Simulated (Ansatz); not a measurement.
# SnTe (Fm-3m) in Ansatz: further runs

The runs below take SnTe through band structure, with PBE.

Program: Ansatz 0.2.0. These are calculated values, not measurements. Logs are shortened: lines on timing, memory, paths and dates and some standing lists are left out, and cuts for length are marked.

**The experiment to reproduce.**

A printed reference work, textbook reports, for a bulk crystal of SnTe at 300 K: band gap 0.18 eV (direct).

How close the calculation comes is told below.

## Step 1: The structure

Symmetry: Fm-3m, No. 225, cubic system. Conventional cell: a = 6.302 Å, b = 6.302 Å, c = 6.302 Å, α = 90.00°, β = 90.00°, γ = 90.00°. Around Te (site symmetry m-3m) lie 6 Sn at 3.15 Å. Around Sn (site symmetry m-3m) lie 6 Te at 3.15 Å.

## Step 2: Band structure, PBE

input.yaml

```yaml
crystal:
  lattice:
    - [0.0, 3.15085, 3.15085]
    - [3.15085, 0.0, 3.15085]
    - [3.15085, 3.15085, 0.0]
  atoms:
    - { symbol: Te, position: [0.5, 0.5, 0.5] }
    - { symbol: Sn, position: [0.0, 0.0, 0.0] }
hamiltonian:
  xc: pbe
  pseudopotentials: { kind: nc, source: spms }
kpoints:
  mp_grid: { grid: [7, 7, 7] }
  band_path:
    path:
      - [[0.0, 0.0, 0.0], [0.5, 0.0, 0.5], [0.5, 0.25, 0.75], [0.375, 0.375, 0.75], [0.0, 0.0, 0.0], [0.5, 0.5, 0.5], [0.625, 0.25, 0.625], [0.5, 0.25, 0.75], [0.5, 0.5, 0.5], [0.375, 0.375, 0.75]]
      - [[0.625, 0.25, 0.625], [0.5, 0.0, 0.5]]
    npoints: 14
scf:
  occupations: { method: fermi_dirac, width: 0.05 }
  n_extra_bands: 6
output:
  forces: true
  stress: true
  eigenvalues: true
  fatbands: false
```

Potentials or basis: SPMS NC.

Launch:

```bash
ansatz run input.yaml --threads 2 --pin off --max-ram 5632MiB --backend cpu --events-out ev --progress --plain --runs-dir out
```

The log of the run:

```text
Warning: RAYON_NUM_THREADS=2 ignored (pool sized by the plan → 2); use --threads N
scf.n_extra_bands = 6 over 15 filled bands (N_el = 30.0): the run solves 21 bands
Engine: ansatz 0.2.0, aarch64-unknown-linux-gnu
Pseudopotentials: kind: nc
Pseudopotential: Te, nc, valence charge 16, recommended cutoff 680.2846561497 eV (normal), Te.nc.azcp
Pseudopotential: Sn, nc, valence charge 14, recommended cutoff 489.804952427784 eV (normal), Sn.nc.azcp
Functional definition: PBE
  parameter kappa = 0.804
  parameter beta = 0.06672455060314922
  exchange = pbe_x(kappa = kappa, mu = beta*pi^2/3)
  correlation = pbe_c(beta = beta)
Crystal: 2 atoms, lattice volume = 62.562 Å³
Basis set: ecut = 680.2846561497 eV, 2565 PW (Γ), exchange–correlation on 80×80×80 points (8 copies of the dense FFT grid, shifted against one another)
Bands: 21, of which v1, the nominal top of the filled ones, is band 15 counted from 1 (14 counted from 0)
Symmetry: 48 space group operations
Space group: Fm-3m (ITA 225), of the structure as read, at distance tolerance 4.0e-5 Å
k-points: 20 of 343
Non-local potential: Te, projectors of the file, l = 0: 2, l = 1: 2, l = 2: 2
Non-local potential: Sn, projectors of the file, l = 0: 2, l = 1: 2, l = 2: 2
Initial density: superposition of atomic densities (chi_scale 0.1, normalization cell, long waves kept (reshape's long-wave potential 0.00 eV rms))
Initial wavefunctions: pseudopotential atomic-orbital guess
Functional: x = pbe(κ = 0.804, μ = 0.2195149727645171), c = pbe(β = 0.06672455060314922)
SCF iter   1: F=—  HF=-4626.690492 eV  |F-HF|=—  |Δ(HF+E_count)|=         —  Δρ=1.19e-2  dr2=8.23e-2  ethr=3.10e-3  ⟨swp⟩=6.5  Hψ=2231  notcnv=0  defer=1
preconditioner: auto → none  [insulator: Δε(μ)=0.664 eV  Ē_g=10.255 eV  σ=0.050 eV  W_gap=1.00  n_scr=14 (ndim 8)  ℏωp=14.8 eV  f_vac=0.000  D(μ)=0.00/eV (n_scr^D=0)  ε∞_Penn≈3.1]
SCF iter   2: F=—  HF=-4626.690906 eV  |F-HF|=—  |Δ(HF+E_count)|=   4.14e-4  Δρ=5.52e-3  dr2=1.50e-2  ethr=2.74e-4  ⟨swp⟩=3.1  Hψ=901  notcnv=0  defer=24
SCF iter   3: F=—  HF=-4626.694304 eV  |F-HF|=—  |Δ(HF+E_count)|=   3.40e-3  Δρ=1.50e-3  dr2=2.92e-3  ethr=4.99e-5  ⟨swp⟩=2.0  Hψ=777  notcnv=0  defer=24
SCF iter   4: F=—  HF=-4626.693751 eV  |F-HF|=—  |Δ(HF+E_count)|=   5.53e-4  Δρ=3.90e-4  dr2=5.63e-5  ethr=9.74e-6  ⟨swp⟩=2.0  Hψ=496  notcnv=0  defer=24
SCF iter   5: F=—  HF=-4626.693772 eV  |F-HF|=—  |Δ(HF+E_count)|=   2.07e-5  Δρ=4.84e-5  dr2=7.40e-7  ethr=1.88e-7  ⟨swp⟩=3.9  Hψ=819  notcnv=0  defer=24
SCF iter   6: F=-4626.693773 eV  HF=-4626.693773 eV  |F-HF|=1.18e-8  |Δ(HF+E_count)|=   1.04e-6  Δρ=6.69e-6  dr2=1.38e-8  ethr=3.33e-10  ⟨swp⟩=13.9  Hψ=3021  notcnv=0
SCF 1 converged in 6 iterations: F = -4626.693773 eV  dr2 = 1.38e-8
NSCF: frozen V_eff on 142 k-points
SCF converged after 6 iterations
Free energy (F): -4626.693773 eV
Harris-Foulkes:  -4626.693773 eV  (|F-HF|=1.18e-8)
Internal energy: -4626.693703 eV  (E = F + TS)
E sigma→0 (E₀):  -4626.693738 eV
Entropy (-TS):   -0.000070 eV (-0.035 meV/atom)
Fermi energy:    10.831702 eV
--- Per-component energies (eV) ---
  E_band       = -321.903941
  E_kinetic    = 2198.030784
  E_local      = -3010.453570  (includes V_loc(G=0)·N_el)
  E_nonlocal   = -787.960125
  E_hartree    = 982.036802
  E_xc         = -1082.857068
  E_vxc        = -685.592912  (∫ρ·V_xc dr)
  E_ewald      = -2925.490525
  E_smearing   = -0.000070  (= −TS)
  E_closure    = -0.000000  (closes the sum)
  Σ components = -4626.693773   (vs F -4626.693773, Δ=0.00e0)
--- Forces (eV/Å), atoms counted from 1 ---
  atom   1  Te     0.00000000    -0.00000000     0.00000000
  atom   2  Sn    -0.00000000    -0.00000000    -0.00000000
  max |Σ_I F_I| component: 5.01e-28 eV/Å
--- Stress (GPa, compression-positive) ---
        2.294940       0.000000       0.000000
        0.000000       2.294940      -0.000000
        0.000000       0.000000       2.294940
  P = ⅓ Tr σ = 2.2949 GPa (22.949 kbar)
--- Band table (eV; the first three rows and the last of 20) ---
  k-point 0: bands = ["-26.3600", "-26.3600", "-26.3577", "-26.3577", "-26.3577", "-11.1533", "-11.1533", "-11.1523", "-11.1523", "-11.1523", "-2.0541", "6.0746", "8.6171", "8.6171", "8.6171", "14.1330", "14.1330", "14.1330", "15.5457", "15.5457", "15.5457"]
  k-point 1: bands = ["-26.3600", "-26.3600", "-26.3576", "-26.3576", "-26.3576", "-11.1544", "-11.1544", "-11.1520", "-11.1510", "-11.1510", "-1.8831", "5.1955", "8.6471", "8.6471", "9.2192", "13.2887", "13.2887", "13.3272", "15.5139", "15.9699", "15.9699"]
  k-point 2: bands = ["-26.3599", "-26.3599", "-26.3575", "-26.3573", "-26.3573", "-11.1572", "-11.1572", "-11.1514", "-11.1479", "-11.1479", "-1.4148", "3.7281", "8.7581", "8.7581", "9.9629", "12.0540", "12.0540", "12.1237", "16.2106", "17.1370", "17.1370"]
  k-point 19: bands = ["-26.3602", "-26.3596", "-26.3574", "-26.3571", "-26.3565", "-11.1656", "-11.1542", "-11.1502", "-11.1474", "-11.1423", "-0.4199", "3.2807", "5.8086", "6.5279", "9.5319", "11.9528", "14.8999", "15.8111", "16.0583", "17.2825", "20.7327"]
```

Wall time 5.7 s (2 threads of Arm Neoverse V1, shared host); peak memory 0.41 GiB.

Results:

```
Free energy             : -4626.6938 eV
Pressure                : 2.3 GPa
Band gap along the path : 0.07 eV, indirect (least direct gap 0.10 eV)
```

Levels at the corners of the path, in eV from the Fermi level:
```
point  band 11  band 12  band 13  band 14  band 15  band 16  band 17  band 18  band 19  band 20
    Γ   -12.89    -4.76    -2.21    -2.21    -2.21     3.30     3.30     3.30     4.71     4.71
    X   -11.31    -6.53    -5.65    -3.82    -3.82     2.12     4.87     4.87     6.31     9.10
    W   -11.22    -7.44    -4.90    -4.90    -0.90     0.78     4.57     4.57     6.02     6.02
    K   -11.27    -7.49    -5.25    -3.32    -2.79     2.96     3.02     4.15     5.49     8.09
    Γ   -12.89    -4.76    -2.21    -2.21    -2.21     3.30     3.30     3.30     4.71     4.71
    L   -11.61    -8.40    -1.88    -1.88    -0.06     0.03     0.30     0.30     7.74     8.78
    U   -11.27    -7.49    -5.25    -3.32    -2.79     2.96     3.02     4.15     5.49     8.09
    W   -11.22    -7.44    -4.90    -4.90    -0.90     0.78     4.57     4.57     6.02     6.02
    L   -11.61    -8.40    -1.88    -1.88    -0.06     0.03     0.30     0.30     7.74     8.78
    K   -11.27    -7.49    -5.25    -3.32    -2.79     2.96     3.02     4.15     5.49     8.09
    U   -11.27    -7.49    -5.25    -3.32    -2.79     2.96     3.02     4.15     5.49     8.09
    X   -11.31    -6.53    -5.65    -3.82    -3.82     2.12     4.87     4.87     6.31     9.10
```

Caveat: this odd mesh misses L, where the gap lies, so gap, dielectric constants and Born charges aren't listed; spin-orbit coupling is left out, which moves the levels of the heavy elements.

## Step 3: Band structure, PBE

input.yaml: that of step 2 with these lines changed.

```diff
@@ -10,3 +10,3 @@
   xc: pbe
-  pseudopotentials: { kind: nc, source: spms }
+  pseudopotentials: { kind: nc, accuracy: standard }
 kpoints:
@@ -25,2 +25,2 @@
   eigenvalues: true
-  fatbands: false
+  fatbands: true
```

Potentials or basis: PseudoDojo standard (PBE files).

Launch:

```bash
ansatz run input.yaml --threads 2 --pin off --max-ram 5632MiB --backend cpu --events-out ev --progress --plain --runs-dir out
```

The log of the run:

```text
Warning: RAYON_NUM_THREADS=2 ignored (pool sized by the plan → 2); use --threads N
scf.n_extra_bands = 6 over 15 filled bands (N_el = 30.0): the run solves 21 bands
[... 2 set-up lines as earlier in the session ...]
Pseudopotential: Te, nc, valence charge 16, recommended cutoff 1120 eV (normal), Te.nc.azcp (PseudoDojo's, or run here from an input of PseudoDojo's; its table is named by hamiltonian.pseudopotentials.accuracy)
Pseudopotential: Sn, nc, valence charge 14, recommended cutoff 979.609905 eV (normal), Sn.nc.azcp (PseudoDojo's, or run here from an input of PseudoDojo's; its table is named by hamiltonian.pseudopotentials.accuracy)
[... 5 set-up lines as earlier in the session ...]
Crystal: 2 atoms, lattice volume = 62.562 Å³
Basis set: ecut = 1120 eV, 5209 PW (Γ), exchange–correlation on 100×100×100 points (8 copies of the dense FFT grid, shifted against one another)
Bands: 21, of which v1, the nominal top of the filled ones, is band 15 counted from 1 (14 counted from 0)
[... 2 set-up lines as earlier in the session ...]
k-points: 20 of 343
Non-local potential: Te, projectors of the file, l = 0: 3, l = 1: 2, l = 2: 2, l = 3: 2
Non-local potential: Sn, projectors of the file, l = 0: 2, l = 1: 2, l = 2: 2, l = 3: 2
[... 3 set-up lines as earlier in the session ...]
SCF iter   1: F=—  HF=-4997.195125 eV  |F-HF|=—  |Δ(HF+E_count)|=         —  Δρ=1.22e-2  dr2=8.83e-2  ethr=3.10e-3  ⟨swp⟩=5.8  Hψ=2126  notcnv=0
preconditioner: auto → none  [insulator: Δε(μ)=0.661 eV  Ē_g=10.235 eV  σ=0.050 eV  W_gap=1.00  n_scr=14 (ndim 8)  ℏωp=14.8 eV  f_vac=0.000  D(μ)=0.00/eV (n_scr^D=0)  ε∞_Penn≈3.1]
SCF iter   2: F=—  HF=-4997.190495 eV  |F-HF|=—  |Δ(HF+E_count)|=   4.63e-3  Δρ=5.53e-3  dr2=1.52e-2  ethr=2.94e-4  ⟨swp⟩=2.0  Hψ=676  notcnv=0  defer=24
SCF iter   3: F=—  HF=-4997.193979 eV  |F-HF|=—  |Δ(HF+E_count)|=   3.48e-3  Δρ=1.78e-3  dr2=3.22e-3  ethr=5.05e-5  ⟨swp⟩=2.0  Hψ=776  notcnv=0  defer=24
SCF iter   4: F=—  HF=-4997.193406 eV  |F-HF|=—  |Δ(HF+E_count)|=   5.73e-4  Δρ=5.21e-4  dr2=8.44e-5  ethr=1.07e-5  ⟨swp⟩=2.0  Hψ=488  notcnv=0  defer=24
SCF iter   5: F=—  HF=-4997.193348 eV  |F-HF|=—  |Δ(HF+E_count)|=   5.81e-5  Δρ=6.04e-5  dr2=1.43e-6  ethr=2.81e-7  ⟨swp⟩=2.0  Hψ=695  notcnv=0  defer=24
SCF iter   6: F=-4997.193348 eV  HF=-4997.193348 eV  |F-HF|=2.16e-8  |Δ(HF+E_count)|=   9.99e-8  Δρ=1.37e-5  dr2=5.90e-8  ethr=3.33e-10  ⟨swp⟩=9.4  Hψ=2307  notcnv=0
SCF 1 converged in 6 iterations: F = -4997.193348 eV  dr2 = 5.90e-8
NSCF: frozen V_eff on 142 k-points
SCF converged after 6 iterations
Free energy (F): -4997.193348 eV
Harris-Foulkes:  -4997.193348 eV  (|F-HF|=2.16e-8)
Internal energy: -4997.193276 eV  (E = F + TS)
E sigma→0 (E₀):  -4997.193312 eV
Entropy (-TS):   -0.000071 eV (-0.036 meV/atom)
Fermi energy:    10.034929 eV
--- Per-component energies (eV) ---
  E_band       = -345.757566
  E_kinetic    = 2827.528909
  E_local      = -2969.070777  (includes V_loc(G=0)·N_el)
  E_nonlocal   = -1869.796490
  E_hartree    = 1208.670950
  E_xc         = -1269.035344
  E_vxc        = -751.757818  (∫ρ·V_xc dr)
  E_ewald      = -2925.490525
  E_smearing   = -0.000071  (= −TS)
  E_closure    = 0.000000  (closes the sum)
  Σ components = -4997.193348   (vs F -4997.193348, Δ=0.00e0)
--- Forces (eV/Å), atoms counted from 1 ---
  atom   1  Te     0.00000000     0.00000000     0.00000000
  atom   2  Sn    -0.00000000     0.00000000     0.00000000
  max |Σ_I F_I| component: 4.68e-28 eV/Å
--- Stress (GPa, compression-positive) ---
        2.165400       0.000000       0.000000
        0.000000       2.165400      -0.000000
        0.000000      -0.000000       2.165400
  P = ⅓ Tr σ = 2.1654 GPa (21.654 kbar)
--- Band table (eV; the first three rows and the last of 20) ---
  k-point 0: bands = ["-27.1529", "-27.1529", "-27.1507", "-27.1507", "-27.1507", "-11.9484", "-11.9484", "-11.9457", "-11.9457", "-11.9457", "-2.8480", "5.2748", "7.8154", "7.8154", "7.8154", "13.3110", "13.3110", "13.3110", "14.7407", "14.7407", "14.7407"]
  k-point 1: bands = ["-27.1529", "-27.1529", "-27.1507", "-27.1506", "-27.1506", "-11.9494", "-11.9494", "-11.9454", "-11.9445", "-11.9445", "-2.6773", "4.3941", "7.8461", "7.8461", "8.4216", "12.4781", "12.4781", "12.5156", "14.6907", "15.1589", "15.1589"]
  k-point 2: bands = ["-27.1528", "-27.1528", "-27.1505", "-27.1503", "-27.1503", "-11.9522", "-11.9522", "-11.9448", "-11.9415", "-11.9415", "-2.2099", "2.9266", "7.9581", "7.9581", "9.1685", "11.2526", "11.2526", "11.3201", "15.3784", "16.3101", "16.3101"]
  k-point 19: bands = ["-27.1530", "-27.1525", "-27.1504", "-27.1501", "-27.1496", "-11.9607", "-11.9493", "-11.9437", "-11.9409", "-11.9357", "-1.2167", "2.4784", "5.0128", "5.7312", "8.7335", "11.1540", "14.0933", "15.0016", "15.2359", "16.4482", "19.8308"]
```

fatbands.tsv:

```text
# ik	k_distance	band	e_minus_ef	te0_l0_5S	te0_l1_5P	te0_l2_4D	sn1_l0_5S	sn1_l1_5P	sn1_l2_4D
# fermi_ev = 10.034929
# lock_threshold_ev = 1e-12
# [0, 0, 0] at k_distance = 0.000000
# [0.5, 0, 0.5] at k_distance = 0.997062
# [0.5, 0.25, 0.75] at k_distance = 1.495593
# [0.375, 0.375, 0.75] at k_distance = 1.848108
# [0, 0, 0] at k_distance = 2.905651
# [0.5, 0.5, 0.5] at k_distance = 3.769132
# [0.625, 0.25, 0.625] at k_distance = 4.379706
# [0.5, 0.25, 0.75] at k_distance = 4.732220
# [0.5, 0.5, 0.5] at k_distance = 5.437250
# [0.375, 0.375, 0.75] at k_distance = 6.047823
# [0.625, 0.25, 0.625] at k_distance = 6.047823
# [0.5, 0, 0.5] at k_distance = 6.400337
# jumps = 127
# n_points = 142
0	0.000000	0	-37.187815	0.000000	0.000000	0.999922	0.000000	0.000000	0.000066
0	0.000000	1	-37.187815	0.000000	0.000000	0.999922	0.000000	0.000000	0.000066
0	0.000000	2	-37.185641	0.000000	0.000000	0.999985	0.000000	0.000000	0.000010
0	0.000000	3	-37.185641	0.000000	0.000000	0.999985	0.000000	0.000000	0.000010
0	0.000000	4	-37.185641	0.000000	0.000000	0.999985	0.000000	0.000000	0.000010
0	0.000000	5	-21.983297	0.000000	0.000000	0.000066	0.000000	0.000000	0.999842
[... 2519 lines left out ...]
120	5.786149	5	-21.992877	0.001247	0.001827	0.000007	0.000000	0.000175	0.996715
120	5.786149	6	-21.986431	0.000000	0.002504	0.000010	0.000000	0.000005	0.997450
120	5.786149	7	-21.97826
```

Wall time 16 s (2 threads of Arm Neoverse V1, shared host); peak memory 0.64 GiB.

Results:

| Property | Result |
| --- | --- |
| Free energy | -4997.1933 eV |
| Pressure | 2.2 GPa |
| Band gap along the path | 0.07 eV, indirect (least direct gap 0.09 eV) |

Levels at the corners of the path, in eV from the Fermi level:
```csv
point,band 12,band 13,band 14,band 15,band 16,band 17,band 18,band 19
Γ,-4.76,-2.22,-2.22,-2.22,3.28,3.28,3.28,4.71
X,-6.54,-5.65,-3.82,-3.82,2.11,4.84,4.84,6.30
W,-7.44,-4.90,-4.90,-0.90,0.78,4.55,4.55,5.99
K,-7.49,-5.25,-3.32,-2.79,2.95,3.01,4.13,5.48
Γ,-4.76,-2.22,-2.22,-2.22,3.28,3.28,3.28,4.71
L,-8.41,-1.88,-1.88,-0.06,0.03,0.30,0.30,7.70
U,-7.49,-5.25,-3.32,-2.79,2.95,3.01,4.13,5.48
W,-7.44,-4.90,-4.90,-0.90,0.78,4.55,4.55,5.99
L,-8.41,-1.88,-1.88,-0.06,0.03,0.30,0.30,7.70
K,-7.49,-5.25,-3.32,-2.79,2.95,3.01,4.13,5.48
U,-7.49,-5.25,-3.32,-2.79,2.95,3.01,4.13,5.48
X,-6.54,-5.65,-3.82,-3.82,2.11,4.84,4.84,6.30
```

Caveat: this odd mesh misses L, where the gap lies, so gap, dielectric constants and Born charges aren't listed; spin-orbit coupling is left out, which moves the levels of the heavy elements.

## Step 4: Against experiment

Step 2. A measured gap of SnTe is 0.18 eV (direct; 300 K; a printed reference work, textbook); the calculated 0.07 eV misses it by -0.11 eV. Spin-orbit coupling on Sn, Te is left out. The value is that of PBE, without temperature or zero-point motion. Semilocal functionals fall short of measured gaps as a rule.

Step 3. Measured gap of SnTe: 0.18 eV (direct; 300 K; a printed reference work, textbook). This calculation gives 0.07 eV (-0.11 eV). Spin-orbit coupling on Sn, Te is left out. The value is that of PBE, without temperature or zero-point motion. Semilocal functionals fall short of measured gaps as a rule.
